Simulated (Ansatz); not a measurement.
**PtTe: how the free axis answers a strain**

PtTe, P6_3/mmc, a = 4.223 Å, c = 5.542 Å. The structure is a COD entry; whether it is the stable form wasn't checked. Ansatz: PBEsol, PAW, 420 eV, Γ-centred 12×12×10 mesh on 4 atoms, Gaussian smearing 0.10 eV; no spin polarisation. Series: biaxial strain in the a-b plane, c and atoms relaxed; x is the strain in per cent. y is the change of c in per cent of 5.542 Å.

```tsv
x (%)	y (%)
-3.0	3.44
-2.0	2.12
-1.0	0.95
0.0	0.00
1.0	-0.87
2.0	?
3.0	-2.20
```

Fit y = c1 x + c2 x² to the other rows, say what c1 measures, and predict the missing y.

Least squares on the rows shown. y = −0.9348 x + 0.06801 x². With no stress along c, c1 = −2C13/C33 = -0.935. At x = 2.0 the fit asked for gives -1.60 %. The run gave -1.58 %, so the fit is 0.02 % too low, within the rms miss on the fitted rows (0.03 %).

Spin–orbit coupling is left out, which can shift energies with elements as heavy as these.

Cost: 7 runs of about 9.4 core-minutes in all, on Intel Xeon Platinum 8259CL (Skylake/Cascade Lake) (shared hosts).